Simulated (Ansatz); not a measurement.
# C: the cost of one run

Computed with Ansatz 0.2.0 (DFT PBE, scalar-relativistic, plane waves, PAW, unless a step's input says otherwise).

A COD entry behind a cell of this session may itself be a prediction, so a difference from it is no test against experiment.

17 further runs of the same task are left out: 17 set aside as unsound or not needed.

## 1. The system as given

It takes space group P1 (No. 1, triclinic). Conventional cell: a = 4.877 Å, b = 4.877 Å, c = 5.023 Å, α = 104.92°, β = 104.92°, γ = 118.00°. Around C (site symmetry 1) lie 4 C at 1.54 to 1.57 Å. C (site symmetry 1) is surrounded by 4 C at 1.49 to 1.57 Å. Around C (site symmetry 1) lie 4 C at 1.51 to 1.54 Å. C (site symmetry 1) has 3 C at 1.54 Å as nearest neighbours. Only part of the 15 independent sites is listed.

Structure file:

```
CELL_PARAMETERS angstrom
-1.25579 -2.17509 -4.18032
-1.25579 -2.17509 4.18032
-2.51158 4.35019 0.00000
ATOMIC_POSITIONS crystal
C 0.30197 0.36470 0.66667
C 0.80197 0.86470 0.16667
C 0.80197 0.86470 0.66667
C 0.88530 0.44803 0.83333
C 0.88530 0.44803 0.33333
C 0.38530 0.94803 0.83333
C 0.38530 0.94803 0.33333
C 0.11470 0.55197 0.16667
C 0.11470 0.55197 0.66667
C 0.61470 0.05197 0.16667
C 0.61470 0.05197 0.66667
C 0.69803 0.63530 0.83333
C 0.74754 0.66913 0.35417
C 0.19803 0.13530 0.83333
C 0.19803 0.13530 0.33333
```

## 3. Setting up the map

Atoms count from 1 in the order of the input.

An atom moved over a plane that holds its own site and a neighbouring vacancy.

- path of C13 from its site (0) to the vacancy (1), 1.542 Å: 11 values from −0.125 to 1.125
- shift of C13 across the path, along a normal: 9 values from −0.500 to 0.500 Å

Nothing else is relaxed (all other atoms held at the sites of the perfect crystal). Points are written as (first, second).

(The set-up runs are not shown.)

## 4. Grid point (−0.125, 0.000 Å)

The input, input.yaml:

```yaml
crystal:
  lattice:
    - [-1.2557909805, -2.1750937819, -4.180323699]
    - [-1.2557909805, -2.1750937819, 4.180323699]
    - [-2.5115819609, 4.3501875638, 0.0]
  atoms:
    - { symbol: C, position: [0.3019679266, 0.36469874, 0.6666666667] }
    - { symbol: C, position: [0.8019679266, 0.86469874, 0.1666666667] }
    - { symbol: C, position: [0.8019679266, 0.86469874, 0.6666666667] }
    - { symbol: C, position: [0.88530126, 0.4480320734, 0.8333333333] }
    - { symbol: C, position: [0.88530126, 0.4480320734, 0.3333333333] }
    - { symbol: C, position: [0.38530126, 0.9480320734, 0.8333333333] }
    - { symbol: C, position: [0.38530126, 0.9480320734, 0.3333333333] }
    - { symbol: C, position: [0.11469874, 0.5519679266, 0.1666666667] }
    - { symbol: C, position: [0.11469874, 0.5519679266, 0.6666666667] }
    - { symbol: C, position: [0.61469874, 0.0519679266, 0.1666666667] }
    - { symbol: C, position: [0.61469874, 0.0519679266, 0.6666666667] }
    - { symbol: C, position: [0.6980320734, 0.63530126, 0.8333333333] }
    - { symbol: C, position: [0.7475400917, 0.6691265749, 0.3541666667] }
    - { symbol: C, position: [0.1980320734, 0.13530126, 0.8333333333] }
    - { symbol: C, position: [0.1980320734, 0.13530126, 0.3333333333] }
basis:
  ecutwfc: 420
kpoints:
  mp_grid: { grid: [6, 6, 6] }
hamiltonian:
  xc: pbe
  pseudopotentials: { kind: paw, azcp: { folder: soft_1 } }
scf:
  occupations: { method: gaussian, width: 0.05 }
output:
  forces: true
  stress: true
  eigenvalues: true
```

Launch:

```sh
$ ansatz run input.yaml --threads 4 --pin off --max-ram 8192MiB --backend cpu --events-out ev --progress --plain --runs-dir out
```

Q: Estimate wall time and peak memory on 4 threads of Intel Xeon 6975P-C (Granite Rapids), shared host.

About 6.6 s, with a peak of 0.67 GiB.
